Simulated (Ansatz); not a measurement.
## Guessed and relaxed cells of Zn

The guess for Zn was made by a generator: random cell by space group and Wyckoff sites (Pm-3m, No. 221). Its size is a rough estimate.

start.xyz

```xyz
3
Lattice="3.7327 0.0000 0.0000 0.0000 3.7327 0.0000 0.0000 0.0000 3.7327" Properties=species:S:1:pos:R:3 pbc="T T T"
Zn    0.0000    1.8663    1.8663
Zn    1.8663    0.0000    1.8663
Zn    1.8663    1.8663    0.0000
```

All numbers below come from Ansatz, DFT PBE, scalar-relativistic, plane waves, PAW. Cutoff 420 eV, Gaussian smearing, Γ-centred meshes. Cell and atoms relax first on a coarse mesh and then on a finer one. In between, the cell is made exact in the group found at 0.06 Å. In metals the finer mesh still leaves noise of several meV/atom or more. The steps can't lower the symmetry of their start. No spin polarisation.

end.xyz

```xyz
3
Lattice="3.7711 0.0000 0.0000 0.0000 3.7711 0.0000 0.0000 0.0000 3.7711" Properties=species:S:1:pos:R:3 pbc="T T T"
Zn    0.0000    1.8856    1.8856
Zn    1.8856    0.0000    1.8856
Zn    1.8856    1.8856    0.0000
```

The symmetry stays Pm-3m (No. 221). The volume per atom grows by 3.1 %, from 17.3 to 17.9 Å³. The shortest distance goes from 2.64 Å (Zn–Zn) to 2.67 Å (Zn–Zn).

* Volume per atom: 17.88 Å³
* Density: 6.07 g/cm³
* Energy over the standard state: +0.16 eV/atom
* Gap on the 12×12×12 mesh of the 3-atom cell: 0 eV (a metal)

Energies count from the standard state of Zn at the same level. It lies above the standard state, so it could only be metastable.

The last run used Gaussian smearing of 0.10 eV. Symmetry constrained the relaxation, so the result can be a saddle point. In all, the 3 runs took 36 s on 1 thread of Intel(R) Xeon(R) Platinum 8259CL CPU @ 2.50GHz (Skylake/Cascade Lake) (shared host).
